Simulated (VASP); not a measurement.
## SnS2: relaxation of the atoms with PBE+D3(BJ)

Slab: SnS2, a slab with vacuum.

```
S Sn
1.0
     3.66709    0.00000    0.00000
    -1.83354    3.17579    0.00000
     0.00000    0.00000   29.57818
S Sn
6 3
Direct
  0.66667 0.33333 0.25357
  0.33333 0.66667 0.35351
  0.66667 0.33333 0.45003
  0.33333 0.66667 0.54997
  0.66667 0.33333 0.64649
  0.33333 0.66667 0.74643
  0.00000 0.00000 0.30354
  0.00000 0.00000 0.50000
  0.00000 0.00000 0.69646
```

| Quantity | Value |
| --- | --- |
| Program | VASP 6.6.1 |
| Task | relaxation of the atoms |
| Functional | PBE |
| Dispersion | D3(BJ) |
| Potentials or basis | VASP PAW PBE potentials, release 64 (S, Sn_d) |
| Cutoff | 520 eV |
| k mesh | 9 × 9 × 1 |
| Occupations | gaussian, width 0.03 eV |
| Spin | no spin polarisation |
| Dipole correction | yes |
| Further INCAR settings | ALGO = Normal; EDIFF = 1e-06; IBRION = 2; EDIFFG = -0.02; NSW = 80 |

| Quantity | Value |
| --- | --- |
| Energy gained by relaxing | 0.0 meV/atom |
| Ionic steps | 2 |
| Largest force after relaxing | 0.017 eV/Å |
| Band gap on the k mesh | 1.48 eV, indirect (least direct gap 1.72 eV) |
| Dispersion energy per atom | -0.295 eV |

Forces on the atoms (eV/Å):
```
S    0.000  0.000 -0.012
S    0.000  0.000  0.017
S    0.000  0.000 -0.003
S    0.000  0.000  0.003
S    0.000  0.000 -0.017
S    0.000  0.000  0.012
Sn   0.000  0.000 -0.010
Sn   0.000  0.000  0.000
Sn   0.000  0.000  0.010
```

The path:
```
step  energy change (eV)  largest force (eV/Å)  pressure (GPa)
   1              0.0000                0.0412            0.01
   2             -0.0001                0.0173           -0.02
```

Final structure:
```
CELL_PARAMETERS angstrom
3.66709 0.00000 0.00000
-1.83354 3.17579 0.00000
0.00000 0.00000 29.57818
ATOMIC_POSITIONS crystal
S 0.66667 0.33333 0.25350
S 0.33333 0.66667 0.35353
S 0.66667 0.33333 0.45002
S 0.33333 0.66667 0.54998
S 0.66667 0.33333 0.64647
S 0.33333 0.66667 0.74650
Sn 0.00000 0.00000 0.30357
Sn 0.00000 0.00000 0.50000
Sn 0.00000 0.00000 0.69643
```

Levels at points of the mesh, in eV from the valence-band top:
```
           k point  band 35  band 36  band 37  band 38  band 39  band 40  band 41  band 42  band 43  band 44
(0.00, 0.00, 0.00)    -0.21    -0.21    -0.21    -0.17    -0.17     2.06     2.51     2.95     3.71     3.75
```

It took 79 s on 4 MPI ranks on Intel(R) Xeon(R) 6975P-C (Granite Rapids), with other jobs on the host, peak memory 0.55 GiB a rank.

Caveat: spin-orbit coupling is left out, which moves the levels of the heavy elements.
